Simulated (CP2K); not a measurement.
# ZrO2 under changes of volume

One of the cells (10.990 Å³/atom); the others are scaled copies at fixed shape and fractional positions:

```
Zr O
1.0
     3.59928    0.00000    0.00000
     1.79964    3.11706    0.00000
     1.79964    1.03902    2.93880
Zr O
1 2
Direct
  0.00000 0.00000 0.00000
  0.75000 0.75000 0.75000
  0.25000 0.25000 0.25000
```

Measurements of this composition are mostly on another form, of space group No. 14.

| Item | Value |
| --- | --- |
| Program | CP2K 2026.2 |
| Functional | PBE |
| Potentials or basis | POTENTIAL_UZH Zr GTH-PBE-q12, O GTH-PBE-q6; TZVP-MOLOPT-PBE-GTH basis |
| Density cutoff | 8163 eV |
| k mesh | 9 × 9 × 9 |
| Occupations | fermi-dirac, width 0.05 eV |
| Spin | no spin polarisation |

```tsv
volume (Å³/atom)	energy over the lowest point (meV/atom)	pressure (GPa)	gap on the mesh (eV)
10.331	63.90	24.0	3.66
10.551	35.63	17.3	3.60
10.770	16.11	11.2	3.54
10.990	4.49	5.8	3.49
11.210	0.00	0.8	3.43
11.430	?	?	?
11.650	9.47	-7.6	3.32
```

Problem. What does the run at 11.430 Å³/atom give?

Solution. Energy over the lowest point 1.94 meV/atom; pressure -3.6 GPa; gap on the mesh 3.37 eV.

Worked out: A Birch-Murnaghan fit of order 3 (a polynomial in V^(-2/3)) to the other rows has its minimum at 11.25 Å³/atom with B0 = V·E''(V) = 233 GPa and B' = 4.4. It gives 1.85 meV/atom at 11.430 Å³/atom, against the run's 1.94, and -dE/dV = -3.5 GPa, against -3.6. A straight line through the other rows of the gap, of slope -2.82 eV per unit of ln V, gives 3.38 eV, against the run's 3.37.

Energies are extrapolated to zero smearing.

Caveats: an odd mesh through Γ misses points on the zone boundary, where band edges often lie; the basis of atomic orbitals isn't converged, which shifts pressures, moduli and gaps. Spin-orbit coupling on Zr is left out.
